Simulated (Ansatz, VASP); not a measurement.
**One calculation of CoO, two programs**

Contents of INCAR:

```
ALGO = Normal
EDIFF = 1E-6
ENCUT = 520
GGA = PS
ISIF = 2
ISMEAR = 0
ISPIN = 2
LASPH = True
LCHARG = True
LELF = True
LMAXMIX = 4
LORBIT = 11
LREAL = False
LVHAR = True
LWAVE = False
MAGMOM = 2.74 0.38
NBANDS = 18
NELM = 150
PREC = Accurate
SIGMA = 0.1
```

KPOINTS

```
k-points
0
Gamma
  1 1 1
```

POSCAR

```
CoO
1.0
   -1.5080001529      1.5080001529      2.1072499549
    1.5080001529     -1.5080001529      2.1072499549
    1.5080001529      1.5080001529     -2.1072499549
Co O
1 1
Direct
    0.0000000000      0.0000000000      0.0000000000
    0.5000000000      0.5000000000      0.0000000000
```

Input for Ansatz:

```yaml
crystal:
  lattice:
    - [-1.5080001529, 1.5080001529, 2.1072499549]
    - [1.5080001529, -1.5080001529, 2.1072499549]
    - [1.5080001529, 1.5080001529, -2.1072499549]
  atoms:
    - { symbol: Co, position: [0.0, 0.0, 0.0], spin: 2.74 }
    - { symbol: O, position: [0.5, 0.5, 0.0], spin: 0.38 }
basis:
  ecutwfc: 420
kpoints:
  mp_grid: { grid: [1, 1, 1] }
hamiltonian:
  xc: pbesol
scf:
  occupations: { method: gaussian, width: 0.1 }
output:
  forces: true
  stress: true
  eigenvalues: true
  populations: true
magnetization:
  spin_polarized: true
```

Alike in both runs: task single point; functional PBEsol; k mesh 1 × 1 × 1; occupations gaussian, width 0.1 eV; collinear spin.

|  | VASP | Ansatz |
| --- | --- | --- |
| version | VASP 6.6.1 | Ansatz 0.2.0 |
| potentials or method | VASP PAW PBE potentials, release 64 (Co, O) | scalar-relativistic, plane waves, PAW |
| plane-wave cutoff (eV) | 520 | 420 |
| valence electrons in the cell | 15 | 23 |

Ansatz gave:

| Property | Result |
| --- | --- |
| pressure (GPa) | 16.4 |
| largest component of the traceless stress (GPa) | 6.34 |
| net moment per atom (μB) | 1.50 |
| size of the moment on the site where the two differ most (μB) | 1.99 |

Task: Which values does VASP return?

Result: Pressure (GPa): 11.6; largest component of the traceless stress (GPa): 6.46; net moment per atom (μB): 1.50; size of the moment on the site where the two differ most (μB): 2.13.

Site moments also hang on the region over which each program counts them. The functional is the same, so the differences come from potentials, cutoffs and numerics. The two sets of potentials don't hold the same shells in valence. Ansatz warned: «stability_check_not_made».

Caveats: the k mesh is coarse (spacing up to 2.95 Å⁻¹), so the values aren't converged; the PAW data sets were made with another functional, which shifts forces and pressure a little (VASP); an odd mesh through Γ misses points on the zone boundary, where band edges often lie; a cell with one magnetic atom can't hold antiferromagnetic order, which such compounds often take. As with any semilocal functional, this PBEsol gap is likely too small.
